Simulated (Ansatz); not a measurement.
## PtS2 in Ansatz: the effect of functional

The system is PtS2.

```
CELL_PARAMETERS angstrom
3.49531 0.00000 0.00000
-1.74766 3.02703 0.00000
0.00000 0.00000 4.97070
ATOMIC_POSITIONS crystal
Pt 0.00000 0.00000 0.00000
S 0.66667 0.33333 0.77300
S 0.33333 0.66667 0.22700
```

The cell isn't the ideal one: volume scaled by 0.96.

Alike in all runs:

```yaml
Program: Ansatz 0.2.0
Task: single point
Potentials_or_basis: Ansatz PAW
k_mesh: 9 × 9 × 5
Occupations: fermi-dirac, width 0.05 eV
Spin: no spin polarisation
```

```tsv
functional	cutoff	gap on the mesh (eV)	pressure (GPa)	largest force (eV/Å)
PBEsol	420 eV (not typed: the program's choice for these potentials)	0.99	14.0	1.63
r2SCAN	500 eV (not typed: the program's choice for these potentials)	1.24	17.3	1.90
LDA	420 eV (not typed: the program's choice for these potentials)	?	?	?
```

What does the run with functional LDA give?

gap on the mesh 0.94 eV; pressure 10.9 GPa; largest force 1.47 eV/Å.

Caveats: odd divisions of the mesh miss points on the zone boundary, where band edges often lie, so the gap on the mesh can be too wide; spin-orbit coupling is left out, which moves the levels of the heavy elements; the PAW data sets come from PBE, with cores solved anew for the run's functional, which leaves a small shift of forces and pressure; forces of over 1 eV/Å show positions far from the minimum, so gaps and moduli don't describe the material at rest.

A k mesh can miss the band edges.

Runs at the PBE level aren't shown here.
